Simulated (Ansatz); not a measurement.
CdTe:

```
Te Cd
1.0
     0.00000    3.20500    3.20500
     3.20500    0.00000    3.20500
     3.20500    3.20500    0.00000
Te Cd
1 1
Direct
  0.75000 0.75000 0.75000
  0.00000 0.00000 0.00000
```

Base run:

```yaml
Program: Ansatz 0.2.0
Functional: RPBE
Potentials_or_basis: all-electron LAPW, scalar-relativistic
Cutoff: 260 eV (chosen from the basis error)
Basis_error_allowed: 0.001 eV/atom
k_mesh: 7 × 7 × 7
Occupations: fermi-dirac, width 0.05 eV
Spin: no spin polarisation
```

Its results: band gap on the k mesh 1.03 eV, direct; pressure 6.0 GPa.

Problem. The run is repeated on the same cell with these changes: functional from RPBE to PBEsol. What comes out?

Solution. Band gap on the k mesh 0.76 eV, direct; pressure 1.7 GPa.

PBEsol binds more tightly than RPBE, so the same cell stands under less pressure.

Caveats: spin-orbit coupling is left out, which moves the levels of the heavy elements.
